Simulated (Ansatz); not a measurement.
System: zinc-blende ZnTe. Method: PBEsol+SOC (PAW; Ansatz, a first-principles code).

Run with plane-wave cutoff 520 eV, 10×10×10 k mesh, Fermi–Dirac smearing 0.01 eV, PAW data made under PBE.

Energies at three volumes about the minimum:

```
V (Å³/atom)  E − E_lowest (meV/atom)
-----------  -----------------------
27.370                          1.80
27.929                          0.00
28.487                          1.68
```

### Question
Fit a parabola by hand: where is the minimum, what lattice constant follows, and what is the bulk modulus?

### Answer
Slopes: (0.00 − 1.80)/(27.929 − 27.370) = -3.220 and (1.68 − 0.00)/(28.487 − 27.929) = 3.011 meV/Å³. Curvature E″ = 2 × (3.011 − (-3.220))/(28.487 − 27.370) = 11.157 meV/Å⁶. From the middle of the first interval, the slope vanishes at V0 = 27.6495 − (-3.220)/11.157 = 27.938 Å³/atom. B = V0 E″ = 27.938 × 11.157 meV/Å³ × 0.1602 GPa per meV/Å³ = 49.9 GPa. With 8 atoms in the cube, a = (8 × 27.938)^(1/3) = 6.069 Å. The full Birch–Murnaghan fit to all volumes gives V0 = 27.928 Å³/atom and B0 = 49.9 GPa.

Measured, for comparison: bulk modulus 51 ± 3 GPa (room temperature, not corrected to a static lattice; as tabulated in Determination of phase transition pressures of ZnTe under quasihydrostatic …); lattice constant a 6.104 Å (room temperature, not corrected to a static lattice, sources range from 6.089 to 6.104; as tabulated in Albrecht et al. (1997), arXiv:cond-mat/9706128). Computed less measured: bulk modulus -2.2 % (inside the measured uncertainty).
